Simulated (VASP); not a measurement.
The system is NiO.

```xyz
2
Lattice="0.0000 2.0859 2.0859 2.0859 0.0000 2.0859 2.0859 2.0859 0.0000" Properties=species:S:1:pos:R:3 pbc="T T T"
Ni    0.0000    0.0000    0.0000
O     2.0859    2.0859    2.0859
```

- Program: VASP 6.6.1
- Task: relaxation of cell and atoms
- Functional: PBE
- Potentials or basis: VASP PAW PBE potentials, release 64 (Ni, O_h)
- Cutoff: 980 eV
- k mesh: 11 × 11 × 11
- Occupations: fermi-dirac, width 0.05 eV
- Spin: collinear spin, ferromagnetic start
- Starting moments: [1.0, 0.0] μB

At the start: pressure 5.2 GPa; volume 9.08 Å³/atom.

Task: How do energy, volume and symmetry change on relaxing?

Result: Over 3 steps the energy falls by 4.5 meV/atom and the volume is 9.35 Å³/atom (+3.1 %); space group Fm-3m (No. 225, to 0.05 Å); moment 1.78 μB per cell.

Step by step:
```
step  energy change (eV)  largest force (eV/Å)  pressure (GPa)  volume (Å³)
   1              0.0000                0.0000            5.16        18.15
   2             -0.0076                0.0000           -2.00        18.93
   3             -0.0089                0.0000            0.10        18.71
```

Final structure:
```cif
data_structure
_symmetry_space_group_name_H-M 'P 1'
_symmetry_Int_Tables_number 1
_cell_length_a 2.9798
_cell_length_b 2.9798
_cell_length_c 2.9798
_cell_angle_alpha 60.000
_cell_angle_beta 60.000
_cell_angle_gamma 60.000
_cell_volume 18.71
loop_
_atom_site_label
_atom_site_type_symbol
_atom_site_fract_x
_atom_site_fract_y
_atom_site_fract_z
_atom_site_occupancy
Ni1 Ni 0.00000 0.00000 0.00000 1
O1 O 0.50000 0.50000 0.50000 1
```

Caveat: a cell with one magnetic atom can't hold antiferromagnetic order, which such compounds often take.
